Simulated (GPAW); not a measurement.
Crystal: SnSe2.

```
CELL_PARAMETERS angstrom
3.81100 0.00000 0.00000
-1.90550 3.30042 0.00000
0.00000 0.00000 6.13600
ATOMIC_POSITIONS crystal
Sn 0.00000 0.00000 0.00000
Se 0.66667 0.33333 0.75100
Se 0.33333 0.66667 0.24900
```

| Item | Value |
| --- | --- |
| Program | GPAW 26.7.0 |
| Task | relaxation of cell and atoms |
| Functional | revPBE |
| Dispersion | D3(BJ) |
| Potentials or basis | the program's PAW data sets (release 1.2.1) made for this functional |
| Cutoff | 600 eV |
| Basis | pw |
| k mesh | 6 × 6 × 3 |
| Occupations | fermi-dirac, width 0.05 eV |
| Spin | no spin polarisation |

At the start: pressure 2.2 GPa; volume 25.73 Å³/atom.

Problem. Where does the relaxation end?

Solution. Over 13 steps the energy falls by 21.9 meV/atom and the volume is 24.97 Å³/atom (-2.9 %); space group P-3m1 (No. 164, to 0.05 Å).

Step by step:
```tsv
step	energy change (eV)	largest force (eV/Å)	pressure (GPa)	volume (Å³)
1	0.0000	0.7920	2.22	77.18
2	-0.0208	0.6079	1.39	77.57
3	-0.0476	0.1147	-0.71	78.54
4	-0.0487	0.0782	-0.80	78.48
5	-0.0533	0.0381	-0.87	77.74
6	-0.0565	0.0723	-0.56	76.80
7	-0.0585	0.0394	-0.04	75.91
8	-0.0594	0.0059	0.24	75.60
9	-0.0604	0.0528	0.44	75.37
10	-0.0622	0.0954	0.58	75.12
11	-0.0643	0.1013	0.52	74.87
12	-0.0655	0.0562	0.25	74.83
13	-0.0658	0.0138	0.05	74.91
```

Final structure:
```
Sn Se
1.0
     3.81926    0.00000    0.00000
    -1.90963    3.30758    0.00000
     0.00000    0.00000    5.92966
Sn Se
1 2
Direct
  0.00000 0.00000 0.00000
  0.66667 0.33333 0.73219
  0.33333 0.66667 0.26781
```

Caveat: later steps reuse the first step's grids.
